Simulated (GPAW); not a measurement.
Crystal: MgS (Niningerite).

```
CELL_PARAMETERS angstrom
0.00000 2.60165 2.60165
2.60165 0.00000 2.60165
2.60165 2.60165 0.00000
ATOMIC_POSITIONS crystal
S 0.50000 0.50000 0.50000
Mg 0.00000 0.00000 0.00000
```

| Quantity | Value |
| --- | --- |
| Program | GPAW 26.7.0 |
| Task | relaxation of cell and atoms |
| Functional | PBEsol |
| Dispersion | D3(BJ) |
| Potentials or basis | PAW data sets generated in the run's folder for this functional |
| Cutoff | 800 eV |
| Basis | pw |
| k mesh | 9 × 9 × 9 |
| Occupations | fermi-dirac, width 0.05 eV |
| Spin | no spin polarisation |

At the start: pressure -3.7 GPa; volume 17.61 Å³/atom.

Q: How do energy, volume and symmetry change on relaxing?

A: Over 3 steps the energy falls by 9.8 meV/atom and the volume is 16.74 Å³/atom (-4.9 %); space group Fm-3m (No. 225, to 0.05 Å).

Step by step:
```
step  energy change (eV)  largest force (eV/Å)  pressure (GPa)  volume (Å³)
   1              0.0000                0.0000           -3.70        35.22
   2             -0.0064                0.0000           -3.09        34.91
   3             -0.0196                0.0000            0.18        33.49
```

Final structure:
```
S Mg
1.0
     0.00000    2.55831    2.55831
     2.55831    0.00000    2.55831
     2.55831    2.55831    0.00000
S Mg
1 1
Cartesian
  2.5583 2.5583 2.5583
  0.0000 0.0000 0.0000
```

Caveat: later steps reuse the first step's grids.
